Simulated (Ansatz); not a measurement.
Re: which structure is lowest?

Method: DFT, PBE, plane waves (420 eV) with PAW, scalar-relativistic in Ansatz 0.2.0.

Each structure is relaxed within its own symmetry, so a high-lying one may be dynamically unstable.

```
        structure  ΔE (meV/atom)  V (Å³/atom)                                    cell     magnetic state
             dhcp             -1        14.95  a = 2.777 Å, c = 8.952 Å (c/a = 3.224)  spin not included
              hcp              0        14.95  a = 2.777 Å, c = 4.479 Å (c/a = 1.613)  spin not included
              fcc             63        15.01                             a = 3.915 Å  spin not included
              A15            175        15.19                             a = 4.953 Å  spin not included
omega (AlB2-type)            176        15.20  a = 4.380 Å, c = 2.744 Å (c/a = 0.627)  spin not included
              bcc            306        15.09                             a = 3.113 Å  spin not included
     simple cubic           1383        17.18                             a = 2.580 Å  spin not included
          diamond           1614        22.57                             a = 5.652 Å  spin not included
```

ΔE counts from hcp.

Differences under about 8 meV lie within the error of the k-point mesh.
